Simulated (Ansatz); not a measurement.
Cu3Au (Auricupride):

```
CELL_PARAMETERS angstrom
3.74000 0.00000 0.00000
0.00000 3.74000 0.00000
0.00000 0.00000 3.74000
ATOMIC_POSITIONS crystal
Au 0.00000 0.00000 0.00000
Cu 0.50000 0.50000 0.00000
Cu 0.50000 0.00000 0.50000
Cu 0.00000 0.50000 0.50000
```

- Program: Ansatz 0.2.0
- Task: relaxation of cell and atoms
- Functional: revPBE
- Dispersion: D4
- Potentials or basis: Ansatz PAW
- Cutoff: 420 eV (not typed: the program's choice for these potentials)
- k mesh: 7 × 7 × 7
- Occupations: fermi-dirac, width 0.05 eV
- Spin: no spin polarisation

At the start: volume 13.08 Å³/atom.

Q: How do energy, volume and symmetry change on relaxing?

A: It ends after 4 steps and the volume is 12.83 Å³/atom (-1.9 %); space group Pm-3m (No. 221, to 0.05 Å).

Step by step:
| step | energy change (eV) | largest force (eV/Å) | volume (Å³) |
| --- | --- | --- | --- |
| 1 | 0.0000 | 0.0000 | 52.31 |
| 2 | -0.0101 | 0.0000 | 51.45 |
| 3 | -0.0104 | 0.0000 | 51.30 |
| 4 | -0.0096 | 0.0000 | 51.30 |

Final structure:
```cif
data_structure
_symmetry_space_group_name_H-M 'P 1'
_symmetry_Int_Tables_number 1
_cell_length_a 3.7157
_cell_length_b 3.7157
_cell_length_c 3.7157
_cell_angle_alpha 90.000
_cell_angle_beta 90.000
_cell_angle_gamma 90.000
_cell_volume 51.30
loop_
_atom_site_label
_atom_site_type_symbol
_atom_site_fract_x
_atom_site_fract_y
_atom_site_fract_z
_atom_site_occupancy
Au1 Au 0.00000 0.00000 0.00000 1
Cu1 Cu 0.50000 0.50000 0.00000 1
Cu2 Cu 0.50000 0.00000 0.50000 1
Cu3 Cu 0.00000 0.50000 0.50000 1
```

Caveat: the plane-wave basis is chosen anew once the cell has moved, so the energies of steps on either side of that aren't comparable; pairwise dispersion overbinds metals, which lowers pressure and volume; the PAW data sets come from PBE, with cores solved anew for the run's functional, which leaves a small shift of forces and pressure.
